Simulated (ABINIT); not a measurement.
Runs of ABINIT 10.8.3 (patched build) on PtSe2 (Sudovikovite). Symmetry: P-3m1, No. 164, trigonal system. Conventional cell: a = 3.724 Å, b = 3.724 Å, c = 5.062 Å, α = 90.00°, β = 90.00°, γ = 120.00°. Around Pt (site symmetry -3m) lie 6 Se at 2.49 Å. Around Se (site symmetry 3m) lie 3 Pt at 2.49 Å. 

```tsv
task	level	potentials or basis	k mesh	cutoff (eV)	fine-grid cutoff	mesh quality	gap on the mesh (eV)	pressure (GPa)	largest force (eV/Å)
band structure	PW91	JTH PAW PBE v2.0	8 × 8 × 5	544	1088.46 eV	not flagged	none	(a)	0.72
band structure	LDA	JTH PAW LDA v2.0	8 × 8 × 5	544	1088.46 eV	not flagged	none	-0.1	0.27
single point	r2SCAN	JTH PAW PBE v2.0	6 × 6 × 4	653	1251.72 eV	not flagged	none	5.2	0.41
single point	PBE	JTH PAW PBE v2.0	5 × 5 × 3	544	1088.46 eV	coarse	none	7.7	0.60
band structure	BP86	JTH PAW PBE v2.0	8 × 8 × 5	544	1088.46 eV	not flagged	none	(b)	0.76
```

Alike in all rows: no spin polarisation; cell as given; smearing fermi-dirac 0.05 eV.

Fill in the values left out.

(a) 7.9; (b) 8.8.

Caveats: some runs use coarse meshes; the atomic spheres overlap; the PAW data sets were made with another functional, which shifts forces and pressure a little (some runs); spin-orbit coupling is left out, which moves the levels of the heavy elements (some runs).

A k mesh can miss the band edges, and the runs leave out spin-orbit coupling on Pt, Se.

A gap of «none» marks a metal or a gap under the smearing width.
